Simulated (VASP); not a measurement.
# BN (P6_3/mmc) in VASP: notebook

One crystal, BN, is run at these levels: PBE+D3(BJ); tasks: band structure, optical spectrum.

Everything below comes from runs of VASP 6.6.1. Logs are shortened: lines on timing, memory, paths and dates and some standing lists are left out, and cuts for length are marked.

## (1) The structure

It takes space group P6_3/mmc (No. 194, hexagonal). The conventional cell has a = 2.507 Å, b = 2.507 Å, c = 6.585 Å, α = 90.00°, β = 90.00°, γ = 120.00°. B (site symmetry -6m2) is surrounded by 3 N at 1.45 Å. N (site symmetry -6m2) has 3 B at 1.45 Å as nearest neighbours.

## (2) Band structure, PBE+D3(BJ)

INCAR reads:

```
SYSTEM = BN
PREC = Accurate
ENCUT = 520
EDIFF = 1E-7
ISMEAR = 0
SIGMA = 0.02
LREAL = .False.
LASPH = .True.
NELM = 60
ALGO = Normal
ISIF = 2
LWAVE = .False.
LCHARG = .False.
GGA = PE
IVDW = 12
NBANDS = 16
```

KPOINTS reads:

```
Automatic mesh
0
Gamma
  15 15 6
  0 0 0
```

POSCAR reads:

```
BN                                      
1.0
    2.5068152416      0.0000000000      0.0000000000
   -1.2534076208      2.1709656770      0.0000000000
    0.0000000000      0.0000000000      6.5854715460
  B               N             
     2     2
Direct
     0.3333333300000021    0.6666666699999979    0.2500000000000000
     0.6666666699999979    0.3333333300000021    0.7500000000000000
     0.3333333300000021    0.6666666699999979    0.7500000000000000
     0.6666666699999979    0.3333333300000021    0.2500000000000000
```

KPOINTS_OPT reads:

```
path GMKGALHA,LM,KH
10
line-mode
reciprocal
 0.0000000000  0.0000000000  0.0000000000  G
 0.5000000000  0.0000000000  0.0000000000  M

 0.5000000000  0.0000000000  0.0000000000  M
 0.3333333333  0.3333333333  0.0000000000  K

 0.3333333333  0.3333333333  0.0000000000  K
 0.0000000000  0.0000000000  0.0000000000  G

 0.0000000000  0.0000000000  0.0000000000  G
 0.0000000000  0.0000000000  0.5000000000  A

 0.0000000000  0.0000000000  0.5000000000  A
 0.5000000000  0.0000000000  0.5000000000  L

 0.5000000000  0.0000000000  0.5000000000  L
 0.3333333333  0.3333333333  0.5000000000  H

 0.3333333333  0.3333333333  0.5000000000  H
 0.0000000000  0.0000000000  0.5000000000  A

 0.5000000000  0.0000000000  0.5000000000  L
 0.5000000000  0.0000000000  0.0000000000  M

 0.3333333333  0.3333333333  0.0000000000  K
 0.3333333333  0.3333333333  0.5000000000  H
```

Potentials or basis: VASP PAW PBE potentials, release 64 (B, N).

Run with:

```bash
$ cat potpaw_PBE.64/B/POTCAR potpaw_PBE.64/N/POTCAR > POTCAR
$ mpirun -np 1 vasp_std > vasp.out
```

OUTCAR:

```text
SYSTEM = BN
   PREC = Accurate
   ENCUT = 520
   EDIFF = 1E-7
   ISMEAR = 0
   LREAL = .False.
   LASPH = .True.
   NELM = 60
   ISIF = 2
   GGA = PE
   IVDW = 12
 IVDW          = 12

 ion  position               nearest neighbor table
   1  0.333  0.667  0.250-   4 1.45   4 1.45   4 1.45
   2  0.667  0.333  0.750-   3 1.45   3 1.45   3 1.45
   3  0.333  0.667  0.750-   2 1.45   2 1.45   2 1.45
   4  0.667  0.333  0.250-   1 1.45   1 1.45   1 1.45

  LATTYP: Found a hexagonal cell.
 ALAT       =     2.5068152416
 C/A-ratio  =     2.6270270887

  Lattice vectors:

 A1 = (   2.5068152416,   0.0000000000,   0.0000000000)
 A2 = (  -1.2534076208,   2.1709656770,   0.0000000000)
 A3 = (   0.0000000000,   0.0000000000,   6.5854715460)

Analysis of symmetry for initial positions (statically):
=====================================================================
 Subroutine PRICEL returns:
 Original cell was already a primitive cell.

 Routine SETGRP: Setting up the symmetry group for a
 hexagonal supercell.

 Subroutine GETGRP returns: Found 24 space group operations
 (whereof 12 operations were pure point group operations)
 out of a pool of 24 trial point group operations.

The static configuration has the point symmetry D_3d.
 The point group associated with its full space group is D_6h.

Analysis of symmetry for dynamics (positions and initial velocities):
=====================================================================
 Subroutine PRICEL returns:
 Original cell was already a primitive cell.

 Routine SETGRP: Setting up the symmetry group for a
 hexagonal supercell.

 Subroutine GETGRP returns: Found 24 space group operations
 (whereof 12 operations were pure point group operations)
 out of a pool of 24 trial point group operations.

The dynamic configuration has the point symmetry D_3d.
 The point group associated with its full space group is D_6h.

 Subroutine INISYM returns: Found 24 space group operations
 (whereof 12 operations are pure point group operations),
 and found     1 'primitive' translations

----------------------------------------------------------------------------------------

                                     Primitive cell

  volume of cell :      35.8395

  direct lattice vectors                    reciprocal lattice vectors
     2.506815242  0.000000000  0.000000000     0.398912526  0.230312255  0.000000000
    -1.253407621  2.170965677  0.000000000     0.000000000  0.460624509  0.000000000
     0.000000000  0.000000000  6.585471546     0.000000000  0.000000000  0.151849415

  length of vectors
     2.506815242  2.506815237  6.585471546     0.460624509  0.460624509  0.151849415

  position of ions in fractional coordinates (direct lattice)
     0.333333330  0.666666670  0.250000000
     0.666666670  0.333333330  0.750000000
     0.333333330  0.666666670  0.750000000
     0.666666670  0.333333330  0.250000000

  ion indices of the primitive-cell ions
   primitive index   ion index
                 1           1
                 2           2
                 3           3
                 4           4

----------------------------------------------------------------------------------------

 KPOINTS: Automatic mesh

Automatic generation of k-mesh.
 Grid dimensions read from file:
 generate k-points for:   15   15    6

 Generating k-lattice:

  Cartesian coordinates                     Fractional coordinates (reciprocal lattice)
     0.026594168  0.015354150  0.000000000     0.066666667  0.000000000  0.000000000
     0.000000000  0.030708301  0.000000000     0.000000000  0.066666667  0.000000000
     0.000000000  0.000000000  0.025308236     0.000000000  0.000000000  0.166666667

  Length of vectors
     0.030708301  0.030708301  0.025308236

  Shift w.r.t. Gamma in fractional coordinates (k-lattice)
     0.000000000  0.000000000  0.000000000

 Subroutine IBZKPT returns following result:
 ===========================================

 Found    108 irreducible k-points:

 Following reciprocal coordinates:
            Coordinates               Weight
  0.000000  0.000000  0.000000      1.000000
  0.066667  0.000000  0.000000      6.000000
  0.133333  0.000000  0.000000      6.000000
  0.200000  0.000000  0.000000      6.000000
  0.266667  0.000000  0.000000      6.000000
  0.333333  0.000000  0.000000      6.000000
[... 16 lines left out ...]
  0.333333  0.200000  0.000000     12.000000
  0.400000  0.200000  0.000000      6.000000
 [... further k-points ...]
   k-points           NKPTS =    108   k-points in BZ     NKDIM =    108   number of bands    NBANDS=     16
   number of dos      NEDOS =    301   number of ions     NIONS =      4
   total plane-waves  NPLWV =  20000
   dimension x,y,z NGX =    20 NGY =   20 NGZ =   50
   dimension x,y,z NGXF=    40 NGYF=   40 NGZF=  100
   ions per type =               2   2
   NGX,Y,Z   is equivalent  to a cutoff of  13.26, 13.26, 12.62 a.u.
   NGXF,Y,Z  is equivalent  to a cutoff of  26.53, 26.53, 25.24 a.u.
 SYSTEM =  BN
   PREC   = accura    normal or accurate (medium, high low for compatibility)
   ISTART =      0    job   : 0-new  1-cont  2-samecut
   ICHARG =      2    charge: 1-file 2-atom 10-const
   ISPIN  =      1    spin polarized calculation?
   LNONCOLLINEAR =      F non collinear calculations
   LSORBIT =      F    spin-orbit coupling
   LASPH  =      T    aspherical Exc in radial PAW
   ENCUT  =  520.0 eV  38.22 Ry    6.18 a.u.   4.66  4.66 12.24*2*pi/ulx,y,z
   NELM   =     60;   NELMIN=  2; NELMDL= -5     # of ELM steps
   EDIFF  = 0.1E-06   stopping-criterion for ELM
   LREAL  =      F    real-space projection
   EDIFFG = 0.1E-05   stopping-criterion for IOM
   NSW    =      0    number of steps for IOM
   IBRION =     -1    ionic relax: 0-MD 1-quasi-New 2-CG
   NFREE  =      0    steps in history (QN), initial steepest desc. (CG)
   ISIF   =      2    stress and relaxation
   ISYM   =      2    0-nonsym 1-usesym 2-fastsym
   POTIM  = 0.5000    time-step for ionic-motion
   TEBEG  =    0.0;   TEEND  =   0.0 temperature during run
   PSTRESS=    0.0 pullay stress
   NELECT =      16.0000    total number of electrons
   NUPDOWN=      -1.0000    fix difference up-down
   EMIN   =  10.00;   EMAX   =-10.00  energy-range for DOS
   EFERMI =   0.00;   METHOD = LEGACY
   ISMEAR =     0;   SIGMA  =   0.02  broadening in eV -4-tet -1-fermi 0-gaus
   EFERMI_NEDOS =   21; number of points for ismear=-14 and -15
   IALGO  =     38    algorithm
   IMIX   =      4    mixing-type and parameters
     AMIX     =   0.40;   BMIX     =  1.00
     AMIX_MAG =   1.60;   BMIX_MAG =  1.00
  volume/ion in A,a.u.               =       8.96        60.46
  Fermi-wavevector in a.u.,A,eV,Ry     =   1.251202  2.364429 21.300009  1.565507
  Thomas-Fermi vector in A             =   2.385161
   LORBIT       =      0    0 simple, 1 ext, 2 COOP (PROOUT), +10 PAW based schemes
   GGA     = PE    functional components
   LHFCALC =     F    Hartree Fock is set to
   AEXX    =    0.0000 exact exchange contribution
   IVDW    =    12    specifies the selected vdW correction
   LEPSILON=     F    determine dielectric tensor
   LRPA    =     F    only Hartree local field effects (RPA)
 non-spin polarized calculation
 Gauss-broadening in eV      SIGMA  =   0.02
  energy-cutoff  :      520.00
  volume of cell :       35.84
 maximum number of plane-waves:       985
 NGX is ok and might be reduce to    20
   NGX =  9   NGY =  9   NGZ = 25

 number of electron      15.9999997 magnetization

 Free energy of the ion-electron system (eV)
  ---------------------------------------------------
  ext. energy  EPLUGINS =         0.00000000
  ---------------------------------------------------
  free energy    TOTEN  =       -35.14858768 eV

  energy without entropy =      -35.14858768  energy(sigma->0) =      -35.14858768

 E-fermi :   2.5297     XC(G=0): -10.1179

 val. band max:        2.3610164522   @ k =   0.3333   0.2667   0.0000
 cond. band min:       6.6300553462   @ k =   0.4667   0.0667   0.0000
 fundamental gap:      4.2690388940
 Fermi energy:         2.5296845516

 k-point     1 :       0.0000    0.0000    0.0000
  band No.  band energies     occupation
      1     -15.4619      2.00000
      2     -15.1480      2.00000
      3      -3.9080      2.00000
      4      -1.6932      2.00000
      5       0.9910      2.00000
      6       0.9910      2.00000
[... 8 lines left out ...]
     15      14.5429      0.00000
     16      15.3209      0.00000

 k-point     2 :       0.0667    0.0000    0.0000
  band No.  band energies     occupation
      1     -15.3748      2.00000
      2     -15.0640      2.00000
      3      -3.7886      2.00000
      4      -1.5865      2.00000
      5       0.6281      2.00000
      6       0.6654      2.00000
[... 8 lines left out ...]
     15      14.8671      0.00000
     16      14.9930      0.00000

 k-point     3 :       0.1333    0.0000    0.0000
  band No.  band energies     occupation
      1     -15.1165      2.00000
      2     -14.8151      2.00000
      3      -3.4332      2.00000
      4      -1.2703      2.00000
      5      -0.3434      2.00000
      6      -0.3046      2.00000
[... 8 lines left out ...]
     15      15.4241      0.00000
     16      15.6621      0.00000

 k-point     4 :       0.2000    0.0000    0.0000
  band No.  band energies     occupation
      1     -14.6968      2.00000
      2     -14.4116      2.00000
      3      -2.8510      2.00000
      4      -1.6779      2.00000
      5      -1.6252      2.00000
      6      -0.7586      2.00000
[... 8 lines left out ...]
     15      16.8906      0.00000
     16      17.0116      0.00000
[... 324 lines left out ...]
 k-point    22 :       0.2667    0.2000    0.0000
  band No.  band energies     occupation
      1     -12.7012      2.00000
      2     -12.5257      2.00000
      3      -5.0662      2.00000
      4      -5.0179      2.00000
      5      -3.0792      2.00000
      6      -3.0123      2.00000
[... 8 lines left out ...]
     15      16.8322      0.00000
     16      18.8743      0.00000

 k-point    23 :       0.3333    0.2000    0.0000
  band No.  band energies     occupation
      1     -12.1620      2.00000
      2     -12.0494      2.00000
      3      -5.8194      2.00000
      4      -5.7377      2.00000
      5      -3.4795      2.00000
      6      -3.4017      2.00000
[... 8 lines left out ...]
     15      17.4001      0.00000
     16      20.2895      0.00000

 k-point    24 :       0.4000    0.2000    0.0000
  band No.  band energies     occupation
      1     -11.9253      2.00000
      2     -11.8654      2.00000
      3      -6.1210      2.00000
      4      -6.0294      2.00000
      5      -3.6096      2.00000
      6      -3.5276      2.00000
[... 8 lines left out ...]
     15      17.4393      0.00000
     16      20.0552      0.00000

 [... further k-points ...]

------------------------ aborting loop because EDIFF is reached ----------------------------------------

 Edisp (eV)   -0.56904

 E8    (eV) :    -0.1668

  FORCE on cell =-STRESS in cart. coord.  units (eV):
  Direction    XX          YY          ZZ          XY          YZ          ZX
  --------------------------------------------------------------------------------------
  -------------------------------------------------------------------------------------
  Total       0.00017     0.00017    -0.00201     0.00000     0.00000     0.00000
  in kB       0.00773     0.00773    -0.08964     0.00000     0.00000     0.00000
  external pressure =       -0.02 kB  Pullay stress =        0.00 kB

 VOLUME and BASIS-vectors are now :
 -----------------------------------------------------------------------------
  energy-cutoff  :      520.00
  volume of cell :       35.84
      direct lattice vectors                 reciprocal lattice vectors
     2.506815242  0.000000000  0.000000000     0.398912526  0.230312255  0.000000000
    -1.253407621  2.170965677  0.000000000     0.000000000  0.460624509  0.000000000
     0.000000000  0.000000000  6.585471546     0.000000000  0.000000000  0.151849415

 POSITION                                       TOTAL-FORCE (eV/Angst)
 -----------------------------------------------------------------------------------
     -0.00000      1.44731      1.64637         0.000000      0.000000      0.000000
      1.25341      0.72366      4.93910        -0.000000     -0.000000      0.000000
     -0.00000      1.44731      4.93910        -0.000000      0.000000      0.000000
      1.25341      0.72366      1.64637         0.000000     -0.000000      0.000000
 -----------------------------------------------------------------------------------
    total drift:                               -0.000002      0.000001      0.000000

  FREE ENERGIE OF THE ION-ELECTRON SYSTEM (eV)
  ---------------------------------------------------
  free  energy   TOTEN  =       -35.7176244740 eV

  energy  without entropy=      -35.7176244740  energy(sigma->0) =      -35.71762447
```

Wall time 56 s (1 thread of Intel Xeon Platinum 8488C (Sapphire Rapids), shared host); peak memory 0.21 GiB.

Results:

- Free energy: -35.7176 eV
- Pressure: 0.0 GPa
- Band gap on the k mesh: 4.27 eV, indirect (least direct gap 4.63 eV)
- Band gap along the path: 4.22 eV, indirect (least direct gap 4.63 eV)
- Dispersion energy per atom: -0.142 eV

Levels at the corners of the path, in eV from the valence-band top:
| point | band 4 | band 5 | band 6 | band 7 | band 8 | band 9 | band 10 | band 11 | band 12 | band 13 |
| --- | --- | --- | --- | --- | --- | --- | --- | --- | --- | --- |
| Γ | -4.06 | -1.38 | -1.38 | -1.34 | -1.34 | 5.27 | 10.36 | 11.47 | 11.47 | 11.61 |
| M | -8.86 | -4.18 | -4.11 | -1.51 | -0.45 | 4.22 | 5.63 | 9.47 | 9.87 | 12.71 |
| M | -8.86 | -4.18 | -4.11 | -1.51 | -0.45 | 4.22 | 5.63 | 9.47 | 9.87 | 12.71 |
| K | -7.83 | -7.18 | -7.18 | -0.13 | -0.13 | 4.82 | 4.82 | 10.71 | 13.17 | 13.17 |
| K | -7.83 | -7.18 | -7.18 | -0.13 | -0.13 | 4.82 | 4.82 | 10.71 | 13.17 | 13.17 |
| Γ | -4.06 | -1.38 | -1.38 | -1.34 | -1.34 | 5.27 | 10.36 | 11.47 | 11.47 | 11.61 |
| Γ | -4.06 | -1.38 | -1.38 | -1.34 | -1.34 | 5.27 | 10.36 | 11.47 | 11.47 | 11.61 |
| A | -5.30 | -1.36 | -1.36 | -1.36 | -1.36 | 7.68 | 7.68 | 11.54 | 11.54 | 11.54 |
| A | -5.30 | -1.36 | -1.36 | -1.36 | -1.36 | 7.68 | 7.68 | 11.54 | 11.54 | 11.54 |
| L | -8.90 | -4.15 | -4.15 | -0.96 | -0.96 | 4.69 | 4.69 | 9.85 | 9.85 | 13.58 |
| L | -8.90 | -4.15 | -4.15 | -0.96 | -0.96 | 4.69 | 4.69 | 9.85 | 9.85 | 13.58 |
| H | -7.91 | -7.19 | -7.19 | -0.04 | -0.04 | 4.59 | 4.59 | 11.96 | 11.96 | 13.85 |
| H | -7.91 | -7.19 | -7.19 | -0.04 | -0.04 | 4.59 | 4.59 | 11.96 | 11.96 | 13.85 |
| A | -5.30 | -1.36 | -1.36 | -1.36 | -1.36 | 7.68 | 7.68 | 11.54 | 11.54 | 11.54 |
| L | -8.90 | -4.15 | -4.15 | -0.96 | -0.96 | 4.69 | 4.69 | 9.85 | 9.85 | 13.58 |
| M | -8.86 | -4.18 | -4.11 | -1.51 | -0.45 | 4.22 | 5.63 | 9.47 | 9.87 | 12.71 |
| K | -7.83 | -7.18 | -7.18 | -0.13 | -0.13 | 4.82 | 4.82 | 10.71 | 13.17 | 13.17 |
| H | -7.91 | -7.19 | -7.19 | -0.04 | -0.04 | 4.59 | 4.59 | 11.96 | 11.96 | 13.85 |

(Part 1 of 2 ends here.)
